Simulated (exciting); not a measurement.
Write the native input for exciting (release sodium) that does the following.

```
Task                                     : band structure
Functional                               : LDA
Potentials or basis                      : all-electron LAPW+lo, shipped species files, valence relativity iora*
rgkmax                                   : 9
k mesh                                   : 9 × 9 × 9
Occupations                              : gaussian, width 0.05 eV
Spin                                     : spin-orbit coupling, no magnetisation
outputlevel                              : normal
gmaxvr (cutoff of density and potential) : 14 1/bohr
lmaxapw (and lmaxmat)                    : 10
lmaxvr                                   : 8
nempty                                   : 40
Valence relativity                       : iora*
epsengy                                  : 1e-05 Ha
epspot                                   : 1e-05 Ha
maxscl                                   : 60
Muffin-tin radii                         : Re 2.3 bohr
```

Crystal: Re.

```
Re
1.0
     0.00000    1.97500    1.97500
     1.97500    0.00000    1.97500
     1.97500    1.97500    0.00000
Re
1
Direct
  0.00000 0.00000 0.00000
```

This isn't the form of Re at room conditions, which is hcp.

These files were run (other wordings do the same):

input.xml

```xml
<input>
  <title>Re</title>
  <structure speciespath="./" tshift="false">
    <crystal scale="1">
      <basevect>0.000000000000 3.732209096136 3.732209096136</basevect>
      <basevect>3.732209096136 0.000000000000 3.732209096136</basevect>
      <basevect>3.732209096136 3.732209096136 0.000000000000</basevect>
    </crystal>
    <species speciesfile="Re.xml" rmt="2.3">
      <atom coord="0.000000000000 0.000000000000 0.000000000000"/>
    </species>
  </structure>
  <groundstate do="fromscratch" ngridk="9 9 9" rgkmax="9" gmaxvr="14" lmaxapw="10" lmaxmat="10" lmaxvr="8" xctype="LDA_PW" stype="Gaussian" swidth="0.00183747" nempty="40" ValenceRelativity="iora*" epsengy="1e-05" epspot="1e-05" maxscl="60" outputlevel="normal">
    <spin spinorb="true"/>
  </groundstate>
  <properties>
    <bandstructure>
      <plot1d>
        <path steps="80">
          <point coord="0 0 0" label="G"/>
          <point coord="0.5 0 0.5" label="X"/>
          <point coord="0.5 0.25 0.75" label="W"/>
          <point coord="0.375 0.375 0.75" label="K"/>
          <point coord="0 0 0" label="G"/>
          <point coord="0.5 0.5 0.5" label="L"/>
          <point coord="0.625 0.25 0.625" label="U"/>
          <point coord="0.5 0.25 0.75" label="W"/>
          <point coord="0.5 0.5 0.5" label="L"/>
          <point coord="0.375 0.375 0.75" label="K" breakafter="true"/>
          <point coord="0.625 0.25 0.625" label="U"/>
          <point coord="0.5 0 0.5" label="X"/>
        </path>
      </plot1d>
    </bandstructure>
  </properties>
</input>
```

Potentials or basis: all-electron LAPW+lo, shipped species files, valence relativity iora*.

Command:

```bash
$ OMP_NUM_THREADS=1 exciting_smp
```

Results of the run:

```
Band gap on the k mesh                            : none (metal or under the smearing width)
All electrons inside the program's atomic spheres : Re 72.39 (radii Re 2.3 bohr)
```

Caveat: total energies with spin-orbit coupling aren't reliable in this program, so none is listed and the log's shouldn't be used.

Wall time 82 s on 1 thread of Arm Neoverse V2 (shared host), peak memory 0.12 GiB.
